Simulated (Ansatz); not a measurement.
Theory: DFT PBE, scalar-relativistic, plane waves, PAW in Ansatz. Settings: cutoff 420 eV, Γ-centred meshes spaced at most about 0.3 Å⁻¹, and about 0.25 Å⁻¹ or finer for metals (2π included), Gaussian smearing. Cells run with spin keep no moment; the others have no spin polarisation.

Each guess is relaxed in cell and atoms at zero pressure, on a coarse mesh first where it starts far from rest and then on a converged one. The steps can't lower the symmetry of the start, but it can rise. Energies are static (0 K, no zero-point motion).

Two unrelaxed guesses for TiAl3:

A.

```
Ti Al
1.0
     1.86702   -3.17077    0.00000
     1.86702    3.17077    0.00000
     0.00000    0.00000    4.97682
Ti Al
1 3
Direct
  0.00000 0.00000 0.50000
  0.50000 0.50000 0.68455
  0.50000 0.50000 0.31545
  0.50000 0.50000 0.00000
```

B.

```
Ti Al
1.0
     3.73593    0.00000    0.00000
     0.00000    3.73593    0.00000
     0.00000    0.00000    4.70265
Ti Al
1 3
Cartesian
  1.8680 1.8680 4.4385
  1.8680 0.0000 1.6245
  0.0000 1.8680 1.6245
  1.8680 1.8680 2.1820
```

**Question.** Which guess leads to the lower structure, and by how much?

**Answer.** A ends lower, by 0.65 eV/atom. A: Cmmm at 14.7 Å³/atom → P4/mmm at 18.2 Å³/atom; B: P4mm at 16.4 Å³/atom → P4mm at 24.8 Å³/atom. Counting all near atoms (those within 1.25 times the shortest distance at each site; a slash parts the counts of unlike sites), the end of A has Ti 12, Al 6/9 and the end of B has Ti 5, Al 5/8. End of A. Conventional cell: a = 2.795 Å, c = 9.339 Å. Around Ti lie 4 Ti at 2.79 Å and 8 Al at 2.82 Å; Al on a site of symmetry 4mm has 5 Al at 2.66–2.79 Å and 4 Ti at 2.82 Å; Al on a site of symmetry 4/mmm has 6 Al at 2.66–2.79 Å. End of B. Conventional cell: a = 3.941 Å, c = 6.387 Å. Ti has 5 Al at 2.67–2.74 Å; Al on a site of symmetry 2mm has 2 Ti at 2.67 Å and 6 Al at 2.70–2.79 Å; Al on a site of symmetry 4mm has 4 Al at 2.70 Å and 1 Ti at 2.74 Å.

Ends held by symmetry can be saddle points. Neither end is the lowest form computed: that has Ti and Al ordered on fcc sites, space group I4/mmm (No. 139) and lies 0.34 eV/atom below the better end. Some types were kept out of the candidates beforehand, so the set may lack a known form.
